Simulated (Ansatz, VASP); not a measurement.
Be2C in VASP and in Ansatz

Contents of INCAR:

```
  PREC = Accurate
  ENCUT = 520
  EDIFF = 1E-7
  ISMEAR = -1
  SIGMA = 0.05
  LREAL = False
  LASPH = True
  NELM = 100
  ALGO = Normal
  ISIF = 2
  LWAVE = False
  LCHARG = False
  GGA = PS
  NBANDS = 11
```

KPOINTS

```
regular mesh
0
Gamma
  11 11 11
```

Contents of POSCAR:

```
Be2C
1.0
    0.0000000000      2.1793381662      2.1793381662
    2.1793381662      0.0000000000      2.1793381662
    2.1793381662      2.1793381662      0.0000000000
C Be
1 2
Direct
    0.0000000000      0.0000000000      0.0000000000
    0.7500000000      0.7500000000      0.7500000000
    0.2500000000      0.2500000000      0.2500000000
```

The input input.yaml:

```yaml
crystal:
  lattice:
    - [0.0, 2.1793381662, 2.1793381662]
    - [2.1793381662, 0.0, 2.1793381662]
    - [2.1793381662, 2.1793381662, 0.0]
  atoms:
    - { symbol: C, position: [0.0, 0.0, 0.0] }
    - { symbol: Be, position: [0.75, 0.75, 0.75] }
    - { symbol: Be, position: [0.25, 0.25, 0.25] }
hamiltonian:
  xc: pbesol
  pseudopotentials: { kind: paw }
kpoints:
  mp_grid: { grid: [11, 11, 11] }
scf:
  occupations: { method: fermi_dirac, width: 0.05 }
output:
  forces: true
  stress: true
  eigenvalues: true
```

Change from the starting cell: volume scaled by 1.02.

Alike in both runs: task single point; functional PBEsol; k mesh 11 × 11 × 11; occupations fermi-dirac, width 0.05 eV; no spin polarisation.

```csv
,VASP,Ansatz
version,VASP 6.6.1,Ansatz 0.2.0
potentials or method,"VASP PAW PBE potentials, release 64 (C, Be)",Ansatz PAW
plane-wave cutoff (eV),520,420
valence electrons in the cell,8,8
```

Ansatz gave:

* gap on the k mesh at the Fermi level (eV): 1.16
* least direct gap on the mesh (eV): 4.06
* pressure (GPa): -6.5

Q: Estimate VASP's values.

A: gap on the k mesh at the Fermi level (eV): 1.15; least direct gap on the mesh (eV): 4.05; pressure (GPa): -5.8.

With one functional, cell and mesh, what is left measures potentials, basis and numerics.

Caveats: the PAW data sets were made with another functional, which shifts forces and pressure a little (VASP); an odd mesh through Γ misses points on the zone boundary, where band edges often lie (VASP); odd divisions of the mesh miss points on the zone boundary, where band edges often lie, so the gap on the mesh can be too wide (Ansatz); the PAW data sets come from PBE, with cores solved anew for the run's functional, which leaves a small shift of forces and pressure (Ansatz).
